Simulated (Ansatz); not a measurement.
# BaZrO₃: energy along a strain

BaZrO₃, Pm-3m, a = 4.181 Å (as given, not relaxed at this level: 5.2 GPa). The structure is a COD entry; whether it is the stable form wasn't checked. Ansatz: PBE, PAW, 420 eV, Γ-centred 6×6×6 mesh on 5 atoms, Gaussian smearing 0.05 eV; no spin polarisation. Cell vectors (Å): 4.181 0.000 0.000; 0.000 4.181 0.000; 0.000 0.000 4.181. The cell is strained by x per cent times the pattern (1 1 0 0 0 0) in the order xx yy zz yz xz xy (engineering shears), with fractional coordinates held. y is the free energy over the start, V0 = 14.623 Å³/atom. Points with a strain past 8.5 % were computed too (3) and aren't used here.

| x (%) | y (meV/atom) |
| --- | --- |
| -7.50 | ? |
| -5.00 | 161.87 |
| -2.50 | 50.06 |
| 0.00 | 0.00 |
| 2.50 | -1.79 |
| 5.00 | 33.86 |
| 7.50 | 98.47 |

Task: Fit y = c1 x + c2 x² + c3 x³ to the other rows, get the stiffness along the pattern, and predict the missing energy.

Result: Least squares on the rows shown. y = −9.8572 x + 3.9201 x² − 0.11451 x³. The clamped-ion stiffness p·C·p = 2 × 39.20 eV × 160.2 / 14.623 Å³ = 859 GPa (second derivative at the start, which stands under stress). At x = -7.50 the fit asked for gives 342.74 meV/atom. The run gave 352.17 meV/atom, so the fit is 9.43 meV/atom too low, 2.7 % of the span of the series, against an rms of 0.49 meV/atom on the fitted rows. The row lies outside the fitted range. With a term in x⁴ added, a fit to the same known rows predicts 351.34 meV/atom, so most of the miss is curvature that the known rows already hold.